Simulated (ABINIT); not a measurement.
# SnTe (Fm-3m) in ABINIT: further runs

The runs below take SnTe through single point, with LDA, PBE, PBEsol.

Program: ABINIT 10.8.3 (patched build). These are calculated values, not measurements. Logs are shortened: lines on timing, memory, paths and dates and some standing lists are left out, and cuts for length are marked. The log counts tension as positive stress, the text compression.

### Step 1. The crystal as given

Symmetry: Fm-3m, No. 225, cubic system. The conventional cell has a = 6.302 Å, b = 6.302 Å, c = 6.302 Å, α = 90.00°, β = 90.00°, γ = 90.00°. Around Te (site symmetry m-3m) lie 6 Sn at 3.15 Å. Around Sn (site symmetry m-3m) lie 6 Te at 3.15 Å.

### Step 2. Single point, LDA

run.abi

```
# Pseudopotentials
pp_dirpath "./"
pseudos "Te.upf, Sn.upf"

# Structure
acell 3*1.0 Angstrom
rprim
     0.0000000000     3.1508500000     3.1508500000
     3.1508500000     0.0000000000     3.1508500000
     3.1508500000     3.1508500000     0.0000000000
ntypat 2
znucl 52 50
natom 2
typat 1 2
xred
     0.5000000000     0.5000000000     0.5000000000
     0.0000000000     0.0000000000     0.0000000000

# Plane-wave basis
ecut 34.0

# k points
kptopt 1
ngkpt 5 5 5
nshiftk 1
shiftk 0.0 0.0 0.0

# Exchange and correlation
ixc 7

# Bands and occupations
nband 19
occopt 3
tsmear 0.05 eV

# SCF cycle
nstep 100
tolvrs 1.0e-10

# Output
iomode 3
prtwf 0
prtden 0
prteig 0
prtebands 0
enunit 2
prtvol 2
```

Potentials or basis: PseudoDojo NC SR LDA v0.4.1 standard.

On the command line:

```sh
abinit run.abi > log 2>&1
```

run.abo:

```text
.Version 10.8.3 of ABINIT
 Symmetries : space group Fm -3 m (#225); Bravais cF (face-center cubic)
================================================================================
 Values of the parameters that define the memory need of the present run
     intxc =       0    ionmov =       0      iscf =       7    lmnmax =       6
     lnmax =       6     mgfft =      48  mpssoang =       3    mqgrid =    3001
     natom =       2  nloc_mem =       1    nspden =       1   nspinor =       1
    nsppol =       1      nsym =      48    n1xccc =    2501    ntypat =       2
    occopt =       3   xclevel =       1
       mpw =        4006          nfft =      110592          nkpt =          10
================================================================================
================================================================================

--------------------------------------------------------------------------------
------------- Echo of variables that govern the present computation ------------
--------------------------------------------------------------------------------
 -outvars: echo values of preprocessed input variables --------
            acell      1.8897261259E+00  1.8897261259E+00  1.8897261259E+00 Bohr
              amu      1.27600000E+02  1.18710000E+02
             ecut      3.40000000E+01 Hartree
           enunit           2
              ixc           7
         kptrlatt        5    0    0      0    5    0      0    0    5
          kptrlen      4.21028600E+01
            natom           2
            nband          19
            ngfft          48      48      48
             nkpt          10
            nstep         100
             nsym          48
           ntypat           2
           occopt           3
           prtden           0
        prtebands           0
           prteig           0
           prtvol           2
            prtwf           0
            rprim      0.0000000000E+00  3.1508500000E+00  3.1508500000E+00
                       3.1508500000E+00  0.0000000000E+00  3.1508500000E+00
                       3.1508500000E+00  3.1508500000E+00  0.0000000000E+00
          spgroup         225
           tolvrs      1.00000000E-10
           tsmear      1.83746611E-03 Hartree
            typat      1  2
           xangst      3.1508500000E+00  3.1508500000E+00  3.1508500000E+00
                       0.0000000000E+00  0.0000000000E+00  0.0000000000E+00
            xcart      5.9542435638E+00  5.9542435638E+00  5.9542435638E+00
                       0.0000000000E+00  0.0000000000E+00  0.0000000000E+00
             xred      5.0000000000E-01  5.0000000000E-01  5.0000000000E-01
                       0.0000000000E+00  0.0000000000E+00  0.0000000000E+00
            znucl       52.00000   50.00000

================================================================================

 chkinp: Checking input parameters for consistency.

================================================================================
== DATASET  1 ==================================================================

--- !DatasetInfo
iteration_state: {dtset: 1, }
dimensions: {natom: 2, nkpt: 10, mband: 19, nsppol: 1, nspinor: 1, nspden: 1, mpw: 4006, }
cutoff_energies: {ecut:  34.0, pawecutdg:  -1.0, }
electrons: {nelect:   3.00000000E+01, charge:   0.00000000E+00, occopt:   3.00000000E+00, tsmear:   1.83746611E-03, }
meta: {optdriver: 0, ionmov: 0, optcell: 0, iscf: 7, paral_kgb: 0, }
...

 Exchange-correlation functional for the present dataset will be:
  LDA: Perdew-Wang 92 LSD fit to Ceperley-Alder data - ixc=7
  J.P.Perdew and Y.Wang, PRB 45, 13244 (1992)

 Real(R)+Recip(G) space primitive vectors, cartesian coordinates (Bohr,Bohr^-1):
 R(1)=  0.0000000  5.9542436  5.9542436  G(1)= -0.0839737  0.0839737  0.0839737
 R(2)=  5.9542436  0.0000000  5.9542436  G(2)=  0.0839737 -0.0839737  0.0839737
 R(3)=  5.9542436  5.9542436  0.0000000  G(3)=  0.0839737  0.0839737 -0.0839737
 Unit cell volume ucvol=  4.2219179E+02 bohr^3
 Angles (23,13,12)=  6.00000000E+01  6.00000000E+01  6.00000000E+01 degrees

 getcut: wavevector=  0.0000  0.0000  0.0000  ngfft=  48  48  48
         ecut(hartree)=     34.000   => boxcut(ratio)=   2.17168

--- Pseudopotential description ------------------------------------------------
- pspini: atom type   1  psp file is ./Te.upf
12 -1012 2 -1 1278                            pspcod,pspxc,lmax,lloc,mmax
     nproj     2     2     2

- pspini: atom type   2  psp file is ./Sn.upf
12 -1012 2 -1 1608                            pspcod,pspxc,lmax,lloc,mmax
     nproj     2     2     2

   2.05907911E+03                                ecore*ucvol(ha*bohr**3)
--------------------------------------------------------------------------------

================================================================================

[... 93 lines left out ...]
  7.87E-15 7.90E-15 1.43E-14
  -0.4000  0.4000  0.0000    1  4.21338E-14 kpt; spin; max resid(k); each band:
  1.63E-14 1.85E-14 4.21E-14 8.60E-15 1.07E-15 1.22E-16 2.98E-16 7.42E-17
  7.72E-18 7.02E-18 8.99E-15 9.81E-15 6.62E-15 5.75E-15 9.71E-15 3.61E-14
  2.16E-14 1.42E-14 1.42E-14
  -0.4000  0.4000  0.2000    1  9.37515E-12 kpt; spin; max resid(k); each band:
  1.36E-14 1.87E-14 4.18E-14 1.37E-14 3.51E-15 1.35E-16 1.84E-16 5.03E-17
  1.86E-17 6.13E-18 1.10E-14 7.97E-15 6.87E-15 7.68E-15 7.01E-15 2.26E-14
  3.93E-14 1.98E-14 9.38E-12
 reduced coordinates (array xred) for    2 atoms
       0.500000000000      0.500000000000      0.500000000000
       0.000000000000      0.000000000000      0.000000000000
 rms dE/dt=  0.0000E+00; max dE/dt=  0.0000E+00; dE/dt below (all hartree)
    1       0.000000000000      0.000000000000      0.000000000000
    2       0.000000000000      0.000000000000      0.000000000000

 cartesian coordinates (angstrom) at end:
    1      3.15085000000000     3.15085000000000     3.15085000000000
    2      0.00000000000000     0.00000000000000     0.00000000000000

 cartesian forces (hartree/bohr) at end:
    1     -0.00000000000000    -0.00000000000000    -0.00000000000000
    2     -0.00000000000000    -0.00000000000000    -0.00000000000000
 frms,max,avg= 0.0000000E+00 0.0000000E+00   0.000E+00  0.000E+00  0.000E+00 h/b

 cartesian forces (eV/Angstrom) at end:
    1     -0.00000000000000    -0.00000000000000    -0.00000000000000
    2     -0.00000000000000    -0.00000000000000    -0.00000000000000
 frms,max,avg= 0.0000000E+00 0.0000000E+00   0.000E+00  0.000E+00  0.000E+00 e/A
 length scales=  1.889726125908  1.889726125908  1.889726125908 bohr
              =  1.000000000000  1.000000000000  1.000000000000 angstroms
 Fermi (or HOMO) energy (hartree) =   0.19338   Average Vxc (hartree)=  -0.37584
 Eigenvalues (hartree) for nkpt=  10  k points:
 kpt#   1, nband= 19, wtk=  0.00800, kpt=  0.0000  0.0000  0.0000 (reduced coord)
  -1.16737   -1.16737   -1.16718   -1.16718   -1.16718   -0.60926   -0.60926   -0.60896
  -0.60896   -0.60896   -0.28113    0.01243    0.11342    0.11342    0.11342    0.31283
   0.31283    0.31283    0.36890
      occupation numbers for kpt#   1
   2.00000    2.00000    2.00000    2.00000    2.00000    2.00000    2.00000    2.00000
   2.00000    2.00000    2.00000    2.00000    2.00000    2.00000    2.00000    0.00000
   0.00000    0.00000    0.00000
 kpt#   2, nband= 19, wtk=  0.06400, kpt=  0.2000  0.0000  0.0000 (reduced coord)
  -1.16737   -1.16737   -1.16718   -1.16717   -1.16717   -0.60933   -0.60933   -0.60894
  -0.60888   -0.60888   -0.26913   -0.03875    0.11584    0.11584    0.14524    0.26404
   0.26404    0.26517    0.37148
      occupation numbers for kpt#   2
   2.00000    2.00000    2.00000    2.00000    2.00000    2.00000    2.00000    2.00000
   2.00000    2.00000    2.00000    2.00000    2.00000    2.00000    2.00000    0.00000
   0.00000    0.00000    0.00000
 kpt#   3, nband= 19, wtk=  0.06400, kpt=  0.4000  0.0000  0.0000 (reduced coord)
[... 48 lines left out ...]
  -1.16738   -1.16735   -1.16718   -1.16714   -1.16714   -0.60983   -0.60919   -0.60901
  -0.60863   -0.60860   -0.22228   -0.07640   -0.00364    0.06632    0.08022    0.30377
   0.31978    0.34005    0.40237
      occupation numbers for kpt#   9
   2.00000    2.00000    2.00000    2.00000    2.00000    2.00000    2.00000    2.00000
   2.00000    2.00000    2.00000    2.00000    2.00000    2.00000    2.00000    0.00000
   0.00000    0.00000    0.00000
 kpt#  10, nband= 19, wtk=  0.19200, kpt= -0.4000  0.4000  0.2000 (reduced coord)
  -1.16738   -1.16736   -1.16717   -1.16716   -1.16714   -0.60971   -0.60928   -0.60892
  -0.60875   -0.60860   -0.22544   -0.08706    0.02955    0.03220    0.14564    0.23206
   0.33806    0.35121    0.38888
      occupation numbers for kpt#  10
   2.00000    2.00000    2.00000    2.00000    2.00000    2.00000    2.00000    2.00000
   2.00000    2.00000    2.00000    2.00000    2.00000    2.00000    2.00000    0.00000
   0.00000    0.00000    0.00000
 Fermi (or HOMO) energy (eV) =   5.26223   Average Vxc (eV)= -10.22711
 Eigenvalues (   eV  ) for nkpt=  10  k points:
 kpt#   1, nband= 19, wtk=  0.00800, kpt=  0.0000  0.0000  0.0000 (reduced coord)
 -31.76585  -31.76585  -31.76070  -31.76070  -31.76070  -16.57876  -16.57876  -16.57071
 -16.57071  -16.57071   -7.65004    0.33816    3.08642    3.08642    3.08642    8.51241
   8.51241    8.51241   10.03816
 kpt#   2, nband= 19, wtk=  0.06400, kpt=  0.2000  0.0000  0.0000 (reduced coord)
 -31.76575  -31.76575  -31.76055  -31.76041  -31.76041  -16.58063  -16.58063  -16.57017
 -16.56854  -16.56854   -7.32345   -1.05448    3.15208    3.15208    3.95207    7.18485
   7.18485    7.21561   10.10846
 kpt#   3, nband= 19, wtk=  0.06400, kpt=  0.4000  0.0000  0.0000 (reduced coord)
 -31.76542  -31.76542  -31.76023  -31.75996  -31.75996  -16.58409  -16.58409  -16.56933
 -16.56455  -16.56455   -6.57084   -2.86110    3.36994    3.36994    4.78440    5.72303
   5.77197    5.77197   11.89636
 kpt#   4, nband= 19, wtk=  0.04800, kpt=  0.2000  0.2000  0.0000 (reduced coord)
 -31.76575  -31.76564  -31.76073  -31.76032  -31.76032  -16.58485  -16.57711  -16.57203
 -16.56712  -16.56712   -7.21813   -0.95841    2.42221    2.42221    4.08753    6.29909
   8.60255    8.81063    8.81063
 kpt#   5, nband= 19, wtk=  0.19200, kpt=  0.4000  0.2000  0.0000 (reduced coord)
[... 8 lines left out ...]
 -31.76567  -31.76557  -31.76048  -31.76019  -31.76017  -16.58343  -16.58227  -16.56918
 -16.56679  -16.56565   -6.84103   -1.99851    1.67417    3.59185    4.83138    5.71981
   5.86352    8.90221   10.54924
 kpt#   8, nband= 19, wtk=  0.04800, kpt=  0.4000  0.4000  0.0000 (reduced coord)
 -31.76612  -31.76538  -31.76085  -31.75958  -31.75958  -16.59568  -16.57448  -16.57418
 -16.56087  -16.56087   -6.29088   -1.58157    0.49063    1.60468    1.60468    7.54411
   9.81894    9.81894   10.35122
 kpt#   9, nband= 19, wtk=  0.09600, kpt= -0.4000  0.4000  0.0000 (reduced coord)
 -31.76596  -31.76526  -31.76056  -31.75961  -31.75951  -16.59439  -16.57687  -16.57199
 -16.56166  -16.56074   -6.04844   -2.07903   -0.09911    1.80473    2.18279    8.26597
   8.70163    9.25327   10.94892
 kpt#  10, nband= 19, wtk=  0.19200, kpt= -0.4000  0.4000  0.2000 (reduced coord)
 -31.76591  -31.76536  -31.76040  -31.75998  -31.75960  -16.59105  -16.57948  -16.56947
 -16.56503  -16.56094   -6.13456   -2.36914    0.80400    0.87622    3.96314    6.31474
   9.19913    9.55684   10.58187
 Total charge density [el/Bohr^3]
)     Maximum=    1.5790E+00  at reduced coord.    0.4375    0.5625    0.5625
)Next maximum=    1.5790E+00  at reduced coord.    0.5625    0.4375    0.5625
)     Minimum=    9.5077E-05  at reduced coord.    0.5000    0.5000    0.5000
)Next minimum=    1.5412E-04  at reduced coord.    0.0000    0.0000    0.0000
   Integrated=    3.0000E+01

--- !EnergyTerms
iteration_state     : {dtset: 1, }
comment             : Components of total free energy in Hartree
kinetic             :  1.03560492865332E+02
hartree             :  4.43538152096935E+01
xc                  : -4.59515162311342E+01
Ewald energy        : -1.07509793749092E+02
psp_core            :  4.87711784384053E+00
local_psp           : -1.31463212627205E+02
non_local_psp       : -5.10978386280140E+01
internal            : -1.83230935316579E+02
'-kT*entropy'       : -1.63257302524777E-06
total_energy        : -1.83230936949152E+02
total_energy_eV     : -4.98596779753637E+03
band_energy         : -1.78586132053225E+01
...

 Cartesian components of stress tensor (hartree/bohr^3)
  sigma(1 1)=  6.63708577E-05  sigma(3 2)=  0.00000000E+00
  sigma(2 2)=  6.63708577E-05  sigma(3 1)=  0.00000000E+00
  sigma(3 3)=  6.63708577E-05  sigma(2 1)=  0.00000000E+00

-Cartesian components of stress tensor (GPa)         [Pressure= -1.9527E+00 GPa]
- sigma(1 1)=  1.95269805E+00  sigma(3 2)=  0.00000000E+00
- sigma(2 2)=  1.95269805E+00  sigma(3 1)=  0.00000000E+00
- sigma(3 3)=  1.95269805E+00  sigma(2 1)=  0.00000000E+00

== END DATASET(S) ==============================================================
================================================================================

 -outvars: echo values of variables after computation  --------
            acell      1.8897261259E+00  1.8897261259E+00  1.8897261259E+00 Bohr
           etotal     -1.8323093695E+02
            fcart     -0.0000000000E+00 -0.0000000000E+00 -0.0000000000E+00
                      -0.0000000000E+00 -0.0000000000E+00 -0.0000000000E+00
            rprim      0.0000000000E+00  3.1508500000E+00  3.1508500000E+00
                       3.1508500000E+00  0.0000000000E+00  3.1508500000E+00
                       3.1508500000E+00  3.1508500000E+00  0.0000000000E+00
           strten      6.6370857676E-05  6.6370857676E-05  6.6370857676E-05
                       0.0000000000E+00  0.0000000000E+00  0.0000000000E+00
           xangst      3.1508500000E+00  3.1508500000E+00  3.1508500000E+00
                       0.0000000000E+00  0.0000000000E+00  0.0000000000E+00
             xred      5.0000000000E-01  5.0000000000E-01  5.0000000000E-01
                       0.0000000000E+00  0.0000000000E+00  0.0000000000E+00
 Calculation completed.
```

Wall time 27 s (1 thread of Arm Neoverse V1, shared host); peak memory 0.09 GiB.

Results:

| Property | Result |
| --- | --- |
| Free energy | -4985.9678 eV |
| Pressure | -2.0 GPa |
| Valence electrons inside the program's atomic spheres | Te 11.93; Sn 10.52 |

Caveat: the cutoff is short for stress, so the pressure is rough; this odd mesh misses L, where the gap lies, so gap, dielectric constants and Born charges aren't listed. The run has no spin-orbit coupling, so splittings on Te are missing.

### Step 3. Single point, PBE

run.abi

```
# Pseudopotentials
pp_dirpath "./"
pseudos "Te.upf, Sn.upf"

# Structure
acell 8.4205719959 8.4205719959 8.4205719959
rprim
     0.0000000000     0.7071067812     0.7071067812
     0.7071067812     0.0000000000     0.7071067812
     0.7071067812     0.7071067812     0.0000000000
ntypat 2
znucl 52 50
natom 2
typat 1 2
xred
     0.5000000000     0.5000000000     0.5000000000
     0.0000000000     0.0000000000     0.0000000000

# Plane-wave basis
ecut 1088.455450 eV

# k points
kptopt 1
ngkpt 5 5 5
nshiftk 1
shiftk 0.0 0.0 0.0

# Exchange and correlation
ixc 11

# Bands and occupations
nband 19
occopt 3
tsmear 0.05 eV

# SCF cycle
nstep 100
tolvrs 1.0e-10

# Output
iomode 3
prtwf 0
prteig 0
prtebands 0
enunit 1
prtden 1
prtvha 1
prtvclmb 1
prtpot 1
prtelf 1
```

Potentials or basis: PseudoDojo NC SR PBE v0.4.1 standard.

On the command line:

```sh
abinit run.abi > log 2>&1
```

It took 29 s on 1 thread of Intel Xeon Platinum 8488C (Sapphire Rapids), shared host; peak memory 0.1 GiB.

Results (log left out):

```
Free energy                                           : -4998.3745 eV
Pressure                                              : 2.3 GPa
Valence electrons inside the program's atomic spheres : Te 11.91; Sn 10.52
```

Levels at points of the mesh, in eV from the Fermi level:
```tsv
k point	band 12	band 13	band 14	band 15	band 16	band 17	band 18	band 19
(0.00, 0.00, 0.00)	-4.80	-2.25	-2.25	-2.25	3.27	3.27	3.27	4.67
```

Caveat: this odd mesh misses L, where the gap lies, so gap, dielectric constants and Born charges aren't listed. Spin-orbit coupling is left out, which matters for the levels of Te.

### Step 4. Single point, PBE, spin-orbit coupling, no magnetisation

run.abi

```
# Pseudopotentials
pp_dirpath "./"
pseudos "Te.GGA_PBE-JTH.xml, Sn.GGA_PBE-JTH.xml"

# Structure
acell 4.455974803 4.455974803 4.455974803 Angstrom
rprim
     0.0000000000     0.7071067812     0.7071067812
     0.7071067812     0.0000000000     0.7071067812
     0.7071067812     0.7071067812     0.0000000000
ntypat 2
znucl 52 50
natom 2
typat 1 2
xred
     0.5000000000     0.5000000000     0.5000000000
     0.0000000000     0.0000000000     0.0000000000

# Plane-wave basis
ecut 16.0
pawecutdg 32.0

# k points
kptopt 4
ngkpt 5 5 5
nshiftk 1
shiftk 0.0 0.0 0.0

# Exchange and correlation
ixc 11

# Bands and occupations
nband 28
occopt 3
tsmear 0.00183747

# Spin
nspinor 2
nspden 1
pawspnorb 1

# SCF cycle
nstep 100
tolvrs 1.0e-9

# Output
iomode 3
prtwf 0
prtden 0
prteig 0
prtebands 0
enunit 2
prtvol 2
```

Potentials or basis: JTH PAW PBE v2.0.

On the command line:

```sh
abinit run.abi > log 2>&1
```

It took 16 s on 1 thread of Intel Xeon 6975P-C (Granite Rapids), shared host; peak memory 0.11 GiB.

The run converged. Its results:

```yaml
Free_energy: -2124.1310 eV
Valence_electrons_inside_the_program's_atomic_spheres: Te 3.15; Sn 11.81
```

Levels at points of the mesh, in eV from the Fermi level:
```csv
k point,band 16,band 17,band 18,band 19,band 20,band 21,band 22,band 23,band 24,band 25
"(0.00, 0.00, 0.00)",-2.70,-1.89,-1.89,-1.89,-1.89,2.86,2.86,3.71,3.71,3.71
```

Caveat: the cutoff is too short for stress, so the log's stress isn't used; this odd mesh misses L, where the gap lies, so gap, dielectric constants and Born charges aren't listed.

### Step 5. Single point, PBEsol

Changes to run.abi since step 4:

```diff
@@ -2,3 +2,3 @@
 pp_dirpath "./"
-pseudos "Te.GGA_PBE-JTH.xml, Sn.GGA_PBE-JTH.xml"
+pseudos "Te.upf, Sn.upf"
 
@@ -19,7 +19,6 @@
 # Plane-wave basis
-ecut 16.0
-pawecutdg 32.0
+ecut 1088.455450 eV
 
 # k points
-kptopt 4
+kptopt 1
 ngkpt 5 5 5
@@ -29,13 +28,8 @@
 # Exchange and correlation
-ixc 11
+ixc -116133
 
 # Bands and occupations
-nband 28
+nband 19
 occopt 3
-tsmear 0.00183747
-
-# Spin
-nspinor 2
-nspden 1
-pawspnorb 1
+tsmear 0.05 eV
 
@@ -43,3 +37,3 @@
 nstep 100
-tolvrs 1.0e-9
+tolvrs 1.0e-10
 
@@ -52,2 +46 @@
 enunit 2
-prtvol 2
```

Potentials or basis: PseudoDojo NC SR PBEsol v0.4.1 standard.

On the command line:

```sh
mpirun --bind-to none -np 4 abinit run.abi > log 2>&1
```

It took 10 s on 4 MPI ranks of Arm Neoverse V2, shared host; peak memory 0.36 GiB.

Results (log left out):

```yaml
Free_energy: -4988.6822 eV
Pressure: -0.3 GPa
Valence_electrons_inside_the_program's_atomic_spheres: Te 11.91; Sn 10.51
```

Levels at points of the mesh, in eV from the Fermi level:
```csv
k point,band 13,band 14,band 15,band 16,band 17,band 18
"(0.00, 0.00, 0.00)",-2.21,-2.21,-2.21,3.28,3.28,3.28
```

Caveat: this odd mesh misses L, where the gap lies, so gap, dielectric constants and Born charges aren't listed. Spin-orbit coupling is left out, which matters for the levels of Te.

### Step 6. Overview

```tsv
level	potentials or basis	spin	cutoff (eV)	fine-grid cutoff	pressure (GPa)
LDA	PseudoDojo NC SR LDA v0.4.1 standard	off	925	-	-2.0
PBE	PseudoDojo NC SR PBE v0.4.1 standard	off	1088	-	2.3
PBE	JTH PAW PBE v2.0	SOC, no magnetisation	435	870.764 eV	-
PBEsol	PseudoDojo NC SR PBEsol v0.4.1 standard	off	1088	-	-0.3
```

Alike in all rows: task single point; cell as given; k mesh 5 × 5 × 5; smearing fermi-dirac 0.05 eV.

Caveats: the cutoff is short for stress, so the pressure is rough (some runs).

Total energies depend on the potentials used, so only differences within one code and one set of settings carry meaning.
